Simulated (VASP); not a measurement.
# Al: convergence, self-consistent run

Al, P1 (no. 1), 24 atoms in the cell. PBEsol; PAW potentials Al (PBE set). VASP 6.6.1.

Wanted: energy within 10 meV/atom; forces within 0.05 eV/Å.

What the run is for: forces in a large cell; Accuracy asked: screening; Cell repeated: 2 × 2 × 3.

POSCAR:
```
Al
1.0
    5.6249107030      0.0000000000      0.0000000000
   -2.8124553514      4.8713155628      0.0000000000
    0.0000000000      0.0000000000     14.6005500000
Al
24
Direct
    0.1715070000      0.3357820000      0.0861620000
    0.1552570000      0.3296260000      0.4147660000
    0.1644130000      0.3263800000      0.7534490000
    0.1705560000      0.8336220000      0.0817930000
    0.1588030000      0.8239060000      0.4142150000
    0.1668700000      0.8344240000      0.7477240000
    0.6803570000      0.3447430000      0.0806110000
    0.6610950000      0.3256580000      0.4122450000
    0.6749900000      0.3255030000      0.7507570000
    0.6599870000      0.8240180000      0.0844210000
    0.6672200000      0.8327600000      0.4181070000
    0.6712110000      0.8340220000      0.7486490000
    0.3317790000      0.1624720000      0.2513880000
    0.3335430000      0.1712170000      0.5836940000
    0.3300080000      0.1605870000      0.9157420000
    0.3269000000      0.6707510000      0.2500790000
    0.3400600000      0.6644880000      0.5835430000
    0.3306500000      0.6616500000      0.9182910000
    0.8285720000      0.1705940000      0.2454800000
    0.8284330000      0.1646970000      0.5823240000
    0.8282660000      0.1569870000      0.9132470000
    0.8415960000      0.6660680000      0.2481430000
    0.8260570000      0.6656840000      0.5847650000
    0.8342390000      0.6684030000      0.9147520000
```

The series start from Plane-wave cutoff (eV): 280; Projection operators (LREAL): Auto, ROPT -0.00025; Precision mode (PREC): Normal; Parallel layout: defaults; Electronic algorithm: ALGO=Normal; Data layout and linear algebra: defaults. Each series keeps the choices made before it, and each single choice may use up half of a tolerance.

## Plane-wave cutoff (eV)

| Plane-wave cutoff (eV) | Energy less reference (meV/atom) | Forces, largest deviation (eV/Å) | SCF iterations | Time (s) |
|---|---|---|---|---|
| 220 | 14 | 0.005 | 15 | 13 |
| 240 | 10 | 0.004 | 15 | 16 |
| 280 | 5 | 0.005 | 15 | 18 |
| 310 | 3 | 0.009 | 15 | 16 |
| 380 (reference) | 0 | 0.000 | 15 | 28 |

Chosen: 280, the loosest value from which every tighter one stays within half of the tolerance.

## Projection operators (LREAL)

| Projection operators (LREAL) | Energy less reference (meV/atom) | Forces, largest deviation (eV/Å) | SCF iterations | Time (s) |
|---|---|---|---|---|
| Auto, ROPT -0.005 | 4 | 0.026 | 15 | 14 |
| Auto, ROPT -0.002 | 0 | 0.040 | 15 | 13 |
| Auto, ROPT -0.001 | -1 | 0.037 | 15 | 13 |
| Auto, ROPT -0.0005 | 0 | 0.005 | 15 | 18 |
| Auto, ROPT -0.00025 | 0 | 0.002 | 15 | 18 |
| Auto, ROPT -0.0001 | 0 | 0.001 | 15 | 15 |
| False (reference) | 0 | 0.000 | 15 | 19 |

Chosen: Auto, ROPT -0.0005.

## Precision mode (PREC)

| Precision mode (PREC) | Energy less reference (meV/atom) | Forces, largest deviation (eV/Å) | SCF iterations | Time (s) |
|---|---|---|---|---|
| SingleN | -3 | 0.037 | 15 | 12 |
| Normal | 0 | 0.005 | 15 | 18 |
| Accurate (reference) | 0 | 0.000 | 15 | 23 |

Chosen: Normal.

## Parallel layout

| Parallel layout | Energy less reference (meV/atom) | Forces, largest deviation (eV/Å) | SCF iterations | Time (s) |
|---|---|---|---|---|
| defaults | 0 | 0.000 | 15 | 18 |
| NCORE=2 | 0 | 0.000 | 15 | 9.6 |
| NCORE=4 | 0 | 0.000 | 15 | 8.7 |
| NCORE=8 | 0 | 0.000 | 15 | 10 |
| KPAR=2 | 0 | 0.000 | 15 | 9.0 |
| KPAR=2 NCORE=2 | 0 | 0.000 | 15 | 8.2 |
| KPAR=4 | 0 | 0.000 | 15 | 8.4 |
| KPAR=4 NCORE=2 | 0 | 0.000 | 15 | 8.7 |
| KPAR=8 | 0 | 0.000 | 15 | 13 |
| NPAR=2 | 0 | 0.000 | 15 | 8.5 |

Chosen: KPAR=2 NCORE=2, the fastest of those that stay within half of the tolerance.

## Electronic algorithm

| Electronic algorithm | Energy less reference (meV/atom) | Forces, largest deviation (eV/Å) | SCF iterations | Time (s) |
|---|---|---|---|---|
| ALGO=Normal | 0 | 0.000 | 15 | 8.2 |
| ALGO=Fast | 0 | 0.000 | 16 | 7.5 |
| ALGO=VeryFast | 0 | 0.000 | 20 | 7.9 |
| ALGO=All ISEARCH=1 | 0 | 0.001 | 18 | 9.3 |

Chosen: ALGO=Normal; no other choice that stays within half of the tolerance saves 30 % of the time.

## Data layout and linear algebra

| Data layout and linear algebra | Energy less reference (meV/atom) | Forces, largest deviation (eV/Å) | SCF iterations | Time (s) |
|---|---|---|---|---|
| defaults | 0 | 0.000 | 15 | 8.2 |
| LPLANE=False | 0 | 0.000 | 15 | 10 |
| LSCALAPACK=False | 0 | 0.000 | 15 | 9.2 |
| LSCALU=True | 0 | 0.000 | 15 | 8.8 |

Chosen: defaults.

## All choices together

| Input | Energy less reference (meV/atom) | Forces, largest deviation (eV/Å) | Time (s) |
|---|---|---|---|
| the program's defaults (naive) | 11 | 0.022 | 12 |
| chosen settings | 4 | 0.007 | 8.2 |
| reference settings throughout | 0 | 0.000 | 28 |

The tolerance is met.

## The input

INCAR:
```
SYSTEM = Al
ALGO = Normal
EDIFF = 1E-6
ENCUT = 280
GGA = PS
GGA_COMPAT = .FALSE.
ISIF = 2
ISMEAR = 1
ISYM = 0
KPAR = 2
LASPH = .TRUE.
LCHARG = .FALSE.
LREAL = Auto
LWAVE = .FALSE.
NCORE = 2
NELM = 120
PREC = Normal
ROPT = -0.0005
SIGMA = 0.1
```

KPOINTS:
```
k-points
0
Gamma
  4 4 2
```

Commands:
```
cat potpaw_PBE.64/Al/POTCAR > POTCAR
mpirun -np 8 vasp_std > vasp.out
```

Limits: Only the k mesh 4 × 4 × 2 was run, so its error is untested.

The chosen input took VASP 6.6.1 8.2 s on 8 cores (Intel Xeon 6975P-C (Granite Rapids)), a shared host.

## An input that fails: Gamma-only program on a mesh of k points

VASP's message: You are using the Gamma-point-only version with more than one k-point or some other non-Gamma k-point.

k mesh: 4 × 4 × 2 becomes 2 × 2 × 2.

Changes against the starting input:
```
- NELM = 120
+ NELM = 84
- vasp_std
+ vasp_gam
(KPOINTS)
-k-points
+Automatic mesh
-  4 4 2
+  2 2 2
+  0 0 0
```
